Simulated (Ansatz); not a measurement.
Structure relaxation of Mn

Method: DFT PBEsol, scalar-relativistic, plane waves, PAW (Ansatz 0.2.0). Cutoff 420 eV, Γ-centred k mesh, Gaussian smearing, no spin polarisation in the final step.

The start puts Mn on the diamond structure type (Fd-3m, No. 227), at a guessed volume.

```
CELL_PARAMETERS angstrom
0.00000 2.45950 2.45950
2.45950 0.00000 2.45950
2.45950 2.45950 0.00000
ATOMIC_POSITIONS crystal
Mn 0.50000 0.50000 0.50000
Mn 0.75000 0.75000 0.75000
```

Cell and atoms relax at zero pressure; the relaxation can't lower the symmetry of the start.

Energies count from the standard state of Mn at the same level.

Problem. What does it relax into?

Solution. It keeps Fd-3m (No. 227). The result has the diamond structure. Conventional cell: a = 4.882 Å. Around Mn lie 4 Mn at 2.11 Å.

```xyz
2
Lattice="0.0000 2.4412 2.4412 2.4412 0.0000 2.4412 2.4412 2.4412 0.0000" Properties=species:S:1:pos:R:3 pbc="T T T"
Mn    0.0000    0.0000    0.0000
Mn    1.2206    1.2206    1.2206
```

Problem. What are its volume, energy, density and gap?

Solution. The volume per atom is 14.55 Å³ and the density is 6.27 g/cm³. The energy over the standard structure is 1.54 eV/atom and the gap on the 20×20×20 mesh is 0 eV (a metal).

The final run used a 20×20×20 mesh on its 2-atom cell and 0.10 eV smearing. For metals, differences of a few meV/atom aren't resolved. A structure relaxed within its symmetry needn't be a true minimum.